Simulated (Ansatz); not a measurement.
## Pb under changes of volume

One of the cells (29.314 Å³/atom); the others are scaled copies at fixed shape and fractional positions:

```
Pb
1.0
     3.48000    0.00000    0.00000
    -1.74000    3.01377    0.00000
     0.00000    0.00000    5.59000
Pb
2
Direct
  0.66667 0.33333 0.75000
  0.33333 0.66667 0.25000
```

This isn't the form of Pb at room conditions, which is fcc.

| Property | Result |
| --- | --- |
| Program | Ansatz 0.2.0 |
| Functional | LDA |
| Potentials or basis | all-electron LAPW, scalar-relativistic |
| Cutoff | 161 eV (chosen from the basis error) |
| Basis error allowed | 0.001 eV/atom |
| k mesh | 9 × 9 × 5 |
| Occupations | fermi-dirac, width 0.05 eV |
| Spin | no spin polarisation |

| volume (Å³/atom) | energy over the lowest point (meV/atom) | pressure (GPa) |
| --- | --- | --- |
| 27.555 | 11.46 | 2.9 |
| 28.141 | 3.45 | 1.6 |
| 28.727 | 0.00 | 0.4 |
| 29.314 | 0.51 | -0.6 |
| 29.900 | 4.44 | -1.4 |
| 30.486 | 11.33 | -2.2 |
| 31.073 | ? | ? |

**Question.** What does the run at 31.073 Å³/atom give?

**Answer.** Energy over the lowest point 20.81 meV/atom; pressure -2.9 GPa.

Worked out: A Birch-Murnaghan fit of order 3 (a polynomial in V^(-2/3)) to the other rows has its minimum at 28.94 Å³/atom with B0 = V·E''(V) = 51 GPa and B' = 6.1 at fixed shape and positions, which overstates the stiffness. It gives 20.79 meV/atom at 31.073 Å³/atom, against the run's 20.81, and -dE/dV = -2.9 GPa, against -2.9.

Energies are extrapolated to zero smearing.
